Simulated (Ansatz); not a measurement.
## Li: one input, then a changed one

The cell is a measured one (Crystallography Open Database entry 9011628); the temperature and pressure of the measurement aren't taken into account, and nothing was relaxed.

First run: DFT, PBE, PAW with Ansatz's default frozen-core files, scalar-relativistic (Ansatz 0.2.0).

Command: `ansatz run input.yaml --threads 1 --pin off --max-ram 2048MiB --backend cpu --events-out ev --progress --plain --runs-dir out` The run took about 190 s on 1 thread of a shared machine.

```yaml
crystal:
  lattice:
    - [-1.75, 1.75, 1.75]
    - [1.75, -1.75, 1.75]
    - [1.75, 1.75, -1.75]
  atoms:
    - { symbol: Li, position: [0.0, 0.0, 0.0] }
kpoints:
  mp_grid: { grid: [13, 13, 13] }
  band_path:
    path:
      - [0.0, 0.0, 0.0]
      - [0.5, -0.5, 0.5]
      - [0.0, 0.0, 0.5]
      - [0.0, 0.0, 0.0]
      - [0.25, 0.25, 0.25]
      - [0.5, -0.5, 0.5]
      - [0.25, 0.25, 0.25]
      - [0.0, 0.0, 0.5]
    npoints: 14
scf:
  occupations: { method: fermi_dirac, width: 0.05 }
hamiltonian:
  xc: pbe
  pseudopotentials: { kind: paw }
output:
  forces: true
  stress: true
  eigenvalues: true
  efg: { contact_densities: true }
  populations: true
  bader: true
  dos: { projected: true, de: 0.2, e_range: [-14, 8] }
  write_density: true
  write_potential: true
  elf: true
  volumetric_format: npy
```

Result: converged; pressure -0.73 GPa; 6 SCF iterations.

The input is then changed:

```diff
@@ -20,5 +20,5 @@
     npoints: 14
 scf:
-  occupations: { method: fermi_dirac, width: 0.05 }
+  occupations: { method: gaussian, width: 0.15 }
 hamiltonian:
   xc: pbe
@@ -30,9 +30,3 @@
   efg: { contact_densities: true }
   populations: true
-  bader: true
-  dos: { projected: true, de: 0.2, e_range: [-14, 8] }
-  write_density: true
-  write_potential: true
-  elf: true
-  volumetric_format: npy
```

**Question.** Predict the outcome of the changed run.

**Answer.** It converged; energy at zero smearing 0.0 meV/atom from the first run; pressure -0.73 GPa; 6 SCF iterations.
